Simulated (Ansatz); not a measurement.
ZnSiP2:

```
Zn P Si
1.0
    -2.68670    2.68670    5.23003
     2.68670   -2.68670    5.23003
     2.68670    2.68670   -5.23003
Zn P Si
2 4 2
Direct
  0.75000 0.25000 0.50000
  0.00000 0.00000 0.00000
  0.14230 0.62500 0.01730
  0.60770 0.12500 0.98270
  0.87500 0.85770 0.48270
  0.37500 0.39230 0.51730
  0.25000 0.75000 0.50000
  0.50000 0.50000 0.00000
```

The cell is a database's computed one.

Program: Ansatz 0.2.0. Alike in all runs: task band structure; potentials or basis Ansatz PAW; no spin polarisation; cell as given; k mesh 5 × 5 × 5; cutoff (eV) 420; smearing fermi-dirac 0.05 eV.

Problem. Order these runs on this cell by their pressure, lowest first.
A. level LDA
B. level PBE
C. level PBEsol

Solution. A (-2.8 GPa), C (-0.7 GPa), B (2.2 GPa).

Caveats: the PAW data sets come from PBE, with cores solved anew for the run's functional, which leaves a small shift of forces and pressure (some runs).
